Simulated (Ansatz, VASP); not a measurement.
# One calculation of PbO2, two programs

File INCAR:

```
PREC     = Accurate       # precision mode
ENCUT    = 600            # plane-wave cutoff, eV
EDIFF    = 1E-7           # SCF threshold, eV
ISMEAR   = 0              # smearing method
SIGMA    = 0.1            # smearing width, eV
LREAL    = False          # projectors in reciprocal space
LASPH    = True           # aspherical terms in the spheres
NELM     = 100            # most SCF steps
ALGO     = Normal         # electronic algorithm
ISIF     = 3              # what is computed and relaxed
LWAVE    = False          # write WAVECAR
LCHARG   = False          # write CHGCAR
GGA      = PE             # functional
IBRION   = 2              # ionic algorithm
NSW      = 100            # ionic steps
EDIFFG   = -0.05          # ionic threshold
```

Contents of KPOINTS:

```
regular mesh
0
Gamma
  6 6 6
```

Contents of POSCAR:

```
PbO2
1.0
    0.0000000000      2.5612632673      2.5612632673
    2.5612632673      0.0000000000      2.5612632673
    2.5612632673      2.5612632673      0.0000000000
Pb O
1 2
Direct
    0.0000000000      0.0000000000      0.0000000000
    0.2500000000      0.2500000000      0.2500000000
    0.7500000000      0.7500000000      0.7500000000
```

Input for Ansatz:

```yaml
crystal:
  lattice:
    - [0.0, 2.5612632671, 2.5612632671]
    - [2.5612632671, 0.0, 2.5612632671]
    - [2.5612632671, 2.5612632671, 0.0]
  atoms:
    - { symbol: Pb, position: [0.0, 0.0, 0.0] }
    - { symbol: O, position: [0.25, 0.25, 0.25] }
    - { symbol: O, position: [0.75, 0.75, 0.75] }
basis:
  ecutwfc: 420
kpoints:
  mp_grid: { grid: [6, 6, 6] }
hamiltonian:
  xc: pbe
scf:
  occupations: { method: gaussian, width: 0.1 }
output:
  forces: true
  stress: true
  eigenvalues: true
relax:
  adjacent_minimum: "off"
  f_tol: 0.05
  max_steps: 80
  cell: { stress_tol: 0.5 }
```

Alike in both runs: task relaxation of cell and atoms; functional PBE; k mesh 6 × 6 × 6; occupations gaussian, width 0.1 eV; no spin polarisation.

|  | VASP | Ansatz |
| --- | --- | --- |
| version | VASP 6.6.1 | Ansatz 0.2.0 |
| potentials or method | VASP PAW PBE potentials, release 64 (Pb_d, O) | scalar-relativistic, plane waves, PAW |
| plane-wave cutoff (eV) | 600 | 420 |
| valence electrons in the cell | 26 | 26 |

VASP gave:

- gap on the k mesh at the Fermi level, each at its own relaxed structure (eV): none
- relaxed volume (Å³/atom): 13.21
- relaxed cell length with the largest relative difference (Å): 3.827
- energy change over the relaxation (meV/atom): -170

Problem. Estimate Ansatz's values.

Solution. gap on the k mesh at the Fermi level, each at its own relaxed structure (eV): none; relaxed volume (Å³/atom): 13.13; relaxed cell length with the largest relative difference (Å): 3.819; energy change over the relaxation (meV/atom): -167.

A gap of «none» marks a metal or a gap that the smearing closes.

Caveats: the volume moved by over 15 % at a fixed basis, so the end points are rough (VASP). PBE usually gives volumes a little too large and moduli too small. The runs have no spin-orbit coupling, so splittings on Pb are missing.
